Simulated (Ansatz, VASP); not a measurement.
ZrC: VASP beside Ansatz

File INCAR:

```
SYSTEM = ZrC
PREC = Accurate
ENCUT = 520
EDIFF = 1E-6
ISMEAR = 0
SIGMA = 0.05
LREAL = .FALSE.
LASPH = .TRUE.
NELM = 60
ALGO = Normal
ISIF = 2
LWAVE = .FALSE.
LCHARG = .FALSE.
GGA = PS
NBANDS = 15
```

The input KPOINTS:

```
regular mesh
0
G
  12 12 12
  0 0 0
```

Contents of POSCAR:

```
ZrC
1.0
    0.0000000000      2.3650000000      2.3650000000
    2.3650000000      0.0000000000      2.3650000000
    2.3650000000      2.3650000000      0.0000000000
Zr C
1 1
Direct
    0.5000000000      0.5000000000      0.5000000000
    0.0000000000      0.0000000000      0.0000000000
```

Input for Ansatz:

```yaml
crystal:
  lattice:
    - [0.0, 2.365, 2.365]
    - [2.365, 0.0, 2.365]
    - [2.365, 2.365, 0.0]
  atoms:
    - { symbol: Zr, position: [0.5, 0.5, 0.5] }
    - { symbol: C, position: [0.0, 0.0, 0.0] }
basis:
  ecutwfc: 420
  fft_grid_basis: typed
kpoints:
  mp_grid: { grid: [12, 12, 12] }
hamiltonian:
  xc: pbesol
  pseudopotentials: { kind: paw }
scf:
  occupations: { method: gaussian, width: 0.05 }
output:
  forces: true
  stress: true
  eigenvalues: true
  bader: true
  write_density: true
  volumetric_format: npy
```

Alike in both runs: task single point; functional PBEsol; k mesh 12 × 12 × 12; occupations gaussian, width 0.05 eV; no spin polarisation.

|  | VASP | Ansatz |
| --- | --- | --- |
| version | VASP 6.6.1 | Ansatz 0.2.0 |
| potentials or method | VASP PAW PBE potentials, release 64 (Zr_sv, C) | scalar-relativistic, plane waves, PAW |
| plane-wave cutoff (eV) | 520 | 420 |
| valence electrons in the cell | 16 | 16 |

|  | VASP | Ansatz | Ansatz less VASP |
| --- | --- | --- | --- |
| gap on the k mesh at the Fermi level (eV) | none | none | - |
| pressure (GPa) | -8.1 | -8.4 | -0.34 |

A gap of «none» marks a metal or a gap that the smearing closes.

Caveats: the PAW data sets were made with another functional, which shifts forces and pressure a little (VASP).
